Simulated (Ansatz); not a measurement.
AgI: carrier doping

Take AgI in the zinc blende structure (space group F-43m, No. 216; a = 6.6279 Å) as the base.

Carriers are added at fixed cell with a uniform background; the Fermi–Dirac width is that of 300 K.

Levels (all Ansatz, a program for electronic structure, PAW): PBE (420 eV, no spin-orbit coupling); PBEsol (420 eV, spin-orbit coupling left out).

The base cell above is that of PBE; each level relaxes its own structures.

```tsv
case	gap between the host's bands, PBE	gap between the host's bands, PBEsol
electrons 5.0×10^20 cm⁻³	1.32 eV	1.18 eV
electrons 1.0×10^21 cm⁻³	1.31 eV	1.16 eV
electrons 1.5×10^21 cm⁻³	1.29 eV	1.15 eV
electrons 5.0×10^21 cm⁻³	1.17 eV	1.05 eV
holes 5.0×10^20 cm⁻³	1.37 eV	1.22 eV
holes 1.0×10^21 cm⁻³	1.40 eV	1.25 eV
holes 1.5×10^21 cm⁻³	1.42 eV	1.27 eV
holes 5.0×10^21 cm⁻³	1.60 eV	1.44 eV
```

PBE lies above PBEsol in every row, by 0.13 eV to 0.16 eV. They put the cases in the same order.

Charged cell with a jellium background: band edges are those of the host's band count, energies are not comparable with the neutral cell, and many-body gap narrowing is missing. Spin-orbit coupling, missing from the scalar runs, can matter with I. Stability against distortions was not tested.
